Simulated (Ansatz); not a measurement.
SnTe: relaxation of cell and atoms with PBEsol

Crystal: SnTe.

```xyz
2
Lattice="0.0000 3.1509 3.1509 3.1509 0.0000 3.1509 3.1509 3.1509 0.0000" Properties=species:S:1:pos:R:3 pbc="T T T"
Te    3.1509    3.1509    3.1509
Sn    0.0000    0.0000    0.0000
```

```json
{"Program": "Ansatz 0.2.0", "Task": "relaxation of cell and atoms", "Functional": "PBEsol", "Potentials or basis": "all-electron LAPW, scalar-relativistic", "Basis error allowed": "0.001 eV/atom", "k mesh": "7 × 7 × 7", "Occupations": "fermi-dirac, width 0.05 eV", "Spin": "no spin polarisation", "Target pressure": "5 GPa"}
```

| Quantity | Value |
| --- | --- |
| Relaxed volume | 28.43 Å³/atom |
| Relaxed cell | a = 4.316 Å, b = 4.316 Å, c = 4.316 Å, α = 60.00°, β = 60.00°, γ = 60.00° |
| Space group after relaxing (to 0.05 Å) | Fm-3m (No. 225) |
| Energy change on relaxing (the enthalpy is what falls) | +37.0 meV/atom |
| Ionic steps | 6 |
| Pressure after relaxing | 5.0 GPa |

The path:
| step | energy change (eV) | largest force (eV/Å) | volume (Å³) |
| --- | --- | --- | --- |
| 1 | 0.0000 | 0.0000 | 62.56 |
| 2 | 0.2060 | 0.0000 | 53.85 |
| 3 | 0.0594 | 0.0000 | 57.37 |
| 4 | 0.0727 | 0.0000 | 56.91 |
| 5 | 0.0741 | 0.0000 | 56.87 |
| 6 | 0.0741 | 0.0000 | 56.87 |

Final structure:
```
Te Sn
1.0
     0.00000    3.05219    3.05219
     3.05219    0.00000    3.05219
     3.05219    3.05219    0.00000
Te Sn
1 1
Direct
  0.50000 0.50000 0.50000
  0.00000 0.00000 0.00000
```

Wall time 25 s on 1 thread of Arm Neoverse V1, with other jobs on the host, peak memory 0.28 GiB.

 The run has no spin-orbit coupling, so splittings on Te are missing.
